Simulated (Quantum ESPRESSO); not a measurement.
The system is TiTe2.

```xyz
3
Lattice="3.6984 -0.0329 0.0062 -1.8777 3.2659 -0.0307 0.0106 -0.0549 6.4366" Properties=species:S:1:pos:R:3 pbc="T T T"
Ti   -0.0004    0.0045    0.1633
Te    1.7836    0.9893    1.6580
Te    0.0482    2.1844    4.5907
```

```yaml
Program: Quantum ESPRESSO 7.5
Task: relaxation of the atoms
Functional: BLYP
Dispersion: D3M
Potentials_or_basis: GBRV 1.5 LDA
Cutoff: 612 eV
Density_cutoff: 4898 eV
k_mesh: 6 × 6 × 3
Occupations: fermi-dirac, width 0.1 eV
Spin: no spin polarisation
```

At the start: volume 25.78 Å³/atom.

Q: Where does the relaxation end?

A: Over 11 steps the energy falls by 137.0 meV/atom; space group P-1 (No. 2, to 0.05 Å).

The path:
| step | energy change (eV) | largest force (eV/Å) |
| --- | --- | --- |
| 1 | 0.0000 | 2.8169 |
| 2 | -0.2119 | 1.7433 |
| 3 | -0.3464 | 0.7231 |
| 4 | -0.3845 | 0.4250 |
| 5 | -0.3914 | 0.3672 |
| 6 | -0.3986 | 0.2952 |
| 7 | -0.4065 | 0.1849 |
| 8 | -0.4104 | 0.0811 |
| 9 | -0.4106 | 0.0573 |
| 10 | -0.4108 | 0.0364 |
| 11 | -0.4109 | 0.0116 |

Final structure:
```
Ti Te
1.0
     3.69844   -0.03286    0.00616
    -1.87768    3.26593   -0.03072
     0.01061   -0.05490    6.43660
Ti Te
1 2
Direct
  0.00040 0.00022 0.00004
  0.67202 0.34215 0.26455
  0.32758 0.65763 0.73541
```

Caveat: the k mesh is coarse; the potentials were made for another functional, which shifts forces and pressure; pairwise dispersion overbinds metals, which lowers pressure and volume.
